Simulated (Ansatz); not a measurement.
A calculation with Ansatz 0.2.0 of Gd (ASE script, structure from a CIF):

The input run.py:

```python
import json

import ase.io
import numpy as np
from ase.calculators.calculator import CalculationFailed, Calculator
from ase.stress import full_3x3_to_voigt_6_stress
from ase.units import GPa

import ansatz as az

class AnsatzCalculator(Calculator):
    implemented_properties = ["energy", "free_energy", "forces", "stress", "magmom"]

    def calculate(self, atoms, properties, system_changes):
        super().calculate(atoms, properties, system_changes)
        structure = atoms.copy()
        structure.set_constraint()
        structure.set_momenta(None)
        structure.set_masses(None)
        outcome = (
            az.Crystal.from_ase(structure)
            .calculation()
            .basis(xc_grid=2)
            .kpoints(7, 7, 7)
            .functional(exchange="b88", correlation="pbe")
            .pseudopotentials(kind="paw")
            .spin("collinear")
            .scf(tolerance=2e-10)
            .occupations(method="methfessel_paxton", width=0.05)
            .forces()
            .stress()
            .run(threads=2)
        )
        if not outcome.report["converged"]:
            raise CalculationFailed("SCF not converged")
        report = outcome.report
        self.results = {
            "free_energy": report["lagrangian_ev"],
            "energy": report["lagrangian_ev"],
            "forces": np.array(report["forces_ev_ang"]),
            "stress": -GPa * full_3x3_to_voigt_6_stress(report["stress_gpa"]),
            "magmom": report["magnetization_mub"],
        }

np.set_printoptions(precision=5, suppress=True, linewidth=110)
atoms = ase.io.read("Gd.cif")
atoms.info.pop("occupancy", None)
atoms.set_initial_magnetic_moments([7.0, -7.0])
atoms.calc = AnsatzCalculator()
print(f"free energy {atoms.get_potential_energy():.6f} eV")
print("forces (eV/A)", atoms.get_forces(), sep="\n")
print("stress (GPa, Voigt, tension positive)", atoms.get_stress() / GPa, sep="\n")
print(f"moment {atoms.get_magnetic_moment():.4f} muB")
```

The input Gd.cif:

```cif
data_Gd
_cell_length_a 4.05000000
_cell_length_b 4.05000000
_cell_length_c 4.05000000
_cell_angle_alpha 90.00000000
_cell_angle_beta 90.00000000
_cell_angle_gamma 90.00000000
_space_group_name_H-M_alt 'Im-3m'
_space_group_name_Hall '-I 4 2 3'
_space_group_IT_number 229
loop_
_space_group_symop_operation_xyz
'x,y,z'
'-x,-y,-z'
'-y,x,z'
'y,-x,-z'
'-x,-y,z'
'x,y,-z'
'y,-x,z'
'-y,x,-z'
'x,-y,-z'
'-x,y,z'
'-y,-x,-z'
'y,x,z'
'-x,y,-z'
'x,-y,z'
'y,x,-z'
'-y,-x,z'
'z,x,y'
'-z,-x,-y'
'z,-y,x'
'-z,y,-x'
'z,-x,-y'
'-z,x,y'
'z,y,-x'
'-z,-y,x'
'-z,x,-y'
'z,-x,y'
'-z,-y,-x'
'z,y,x'
'-z,-x,y'
'z,x,-y'
'-z,y,x'
'z,-y,-x'
'y,z,x'
'-y,-z,-x'
'x,z,-y'
'-x,-z,y'
'-y,z,-x'
'y,-z,x'
'-x,z,y'
'x,-z,-y'
'-y,-z,x'
'y,z,-x'
'-x,-z,-y'
'x,z,y'
'y,-z,-x'
'-y,z,x'
'x,-z,y'
'-x,z,-y'
'x+1/2,y+1/2,z+1/2'
'-x+1/2,-y+1/2,-z+1/2'
'-y+1/2,x+1/2,z+1/2'
'y+1/2,-x+1/2,-z+1/2'
'-x+1/2,-y+1/2,z+1/2'
'x+1/2,y+1/2,-z+1/2'
'y+1/2,-x+1/2,z+1/2'
'-y+1/2,x+1/2,-z+1/2'
'x+1/2,-y+1/2,-z+1/2'
'-x+1/2,y+1/2,z+1/2'
'-y+1/2,-x+1/2,-z+1/2'
'y+1/2,x+1/2,z+1/2'
'-x+1/2,y+1/2,-z+1/2'
'x+1/2,-y+1/2,z+1/2'
'y+1/2,x+1/2,-z+1/2'
'-y+1/2,-x+1/2,z+1/2'
'z+1/2,x+1/2,y+1/2'
'-z+1/2,-x+1/2,-y+1/2'
'z+1/2,-y+1/2,x+1/2'
'-z+1/2,y+1/2,-x+1/2'
'z+1/2,-x+1/2,-y+1/2'
'-z+1/2,x+1/2,y+1/2'
'z+1/2,y+1/2,-x+1/2'
'-z+1/2,-y+1/2,x+1/2'
'-z+1/2,x+1/2,-y+1/2'
'z+1/2,-x+1/2,y+1/2'
'-z+1/2,-y+1/2,-x+1/2'
'z+1/2,y+1/2,x+1/2'
'-z+1/2,-x+1/2,y+1/2'
'z+1/2,x+1/2,-y+1/2'
'-z+1/2,y+1/2,x+1/2'
'z+1/2,-y+1/2,-x+1/2'
'y+1/2,z+1/2,x+1/2'
'-y+1/2,-z+1/2,-x+1/2'
'x+1/2,z+1/2,-y+1/2'
'-x+1/2,-z+1/2,y+1/2'
'-y+1/2,z+1/2,-x+1/2'
'y+1/2,-z+1/2,x+1/2'
'-x+1/2,z+1/2,y+1/2'
'x+1/2,-z+1/2,-y+1/2'
'-y+1/2,-z+1/2,x+1/2'
'y+1/2,z+1/2,-x+1/2'
'-x+1/2,-z+1/2,-y+1/2'
'x+1/2,z+1/2,y+1/2'
'y+1/2,-z+1/2,-x+1/2'
'-y+1/2,z+1/2,x+1/2'
'x+1/2,-z+1/2,y+1/2'
'-x+1/2,z+1/2,-y+1/2'
loop_
_atom_site_label
_atom_site_type_symbol
_atom_site_symmetry_multiplicity
_atom_site_Wyckoff_symbol
_atom_site_fract_x
_atom_site_fract_y
_atom_site_fract_z
_atom_site_occupancy
Gd1 Gd 2 a 0.0000000000 0.0000000000 0.0000000000 1
```

Potentials or basis: Ansatz PAW.

Command:

```bash
$ python run.py
```

This isn't the form of Gd at room conditions, which is hcp.

Problem. Write the same calculation in another form: native input, structure typed inline.

Solution. As run:

File input.yaml:

```yaml
crystal:
  lattice:
    - [4.05, 0.0, 0.0]
    - [0.0, 4.05, 0.0]
    - [0.0, 0.0, 4.05]
  atoms:
    - { symbol: Gd, position: [0.0, 0.0, 0.0], spin: 7.0 }
    - { symbol: Gd, position: [0.5, 0.5, 0.5], spin: -7.0 }
hamiltonian:
  xc: { exchange: b88, correlation: pbe }
  pseudopotentials: { kind: paw }
magnetization:
  spin_polarized: true
kpoints:
  mp_grid: { grid: [7, 7, 7] }
scf:
  occupations: { method: methfessel_paxton, width: 0.05 }
output:
  forces: true
  stress: true
  eigenvalues: true
```

Potentials or basis: Ansatz PAW.

Launch:

```bash
$ ansatz run input.yaml --threads 2 --pin off --max-ram 5120MiB --backend cpu --events-out ev --progress --plain --runs-dir out
```

Both were run:

|  | ASE script, structure from a CIF | native input, structure typed inline |
| --- | --- | --- |
| Pressure | 0.2 GPa | 0.2 GPa |
| Net moment | 0.00 μB per cell | 0.00 μB per cell |
| Absolute moment | 14.45 μB per cell | 14.45 μB per cell |
| Site moments | Gd +7.09, -7.09 μB | Gd +7.09, -7.09 μB |

Keys that steer only the numerical path or the files written may differ.

Caveat: spin-orbit coupling is left out, which moves the levels of the heavy elements; the PAW data sets come from PBE, with cores solved anew for the run's functional, which leaves a small shift of forces and pressure.
